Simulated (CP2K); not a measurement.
Runs of CP2K 2026.2 on BP. The structure is cubic, space group F-43m (No. 216). Conventional cell: a = 4.538 Å, b = 4.538 Å, c = 4.538 Å, α = 90.00°, β = 90.00°, γ = 90.00°. Around P (site symmetry -43m) lie 4 B at 1.97 Å. B (site symmetry -43m) is surrounded by 4 P at 1.97 Å. 

```tsv
task	level	potentials or basis	smearing	EPS_DEFAULT	NGRIDS	points a segment of the path (NPOINTS)	bands added on the path	CUTOFF of the grids	gap on the mesh (eV)	pressure (GPa)
band structure	LDA	GTH_POTENTIALS P GTH-PADE-q5, B GTH-PADE-q3; TZVP-MOLOPT-PBE-GTH basis	fermi-dirac 0.1 eV	1.0E-10	5	8	2	450 Ry	1.31	-6.1
band structure	TB-mBJ	POTENTIAL_UZH P GTH-PBE-q5, B GTH-PBE-q3; TZVP-MOLOPT-PBE-GTH basis	fermi-dirac 0.05 eV	1.0E-9	5	8	6	675 Ry	(b)	-
band structure	PBEsol	POTENTIAL_UZH P GTH-PBE-q5, B GTH-PBE-q3; TZVP-MOLOPT-PBE-GTH basis	fermi-dirac 0.0259 eV	1.0E-9	5	6	4	450 Ry	1.23	-1.2
band structure	r2SCAN	POTENTIAL_UZH P GTH-SCAN-q5, B GTH-SCAN-q3; TZVP-MOLOPT-SCAN-GTH basis	fermi-dirac 0.05 eV	1.0E-9	4	6	2	675 Ry	1.52	(a)
```

Alike in all rows: no spin polarisation; cell as given; k mesh 10 × 10 × 10.

Question: Fill in the values left out.

Answer: (a) -1.3; (b) 1.67.

Caveats: the basis of atomic orbitals isn't converged, which shifts pressures, moduli and gaps; the potentials were made for another functional, which shifts forces and pressure (some runs); this is a model potential without an energy functional, so only levels have meaning (some runs).

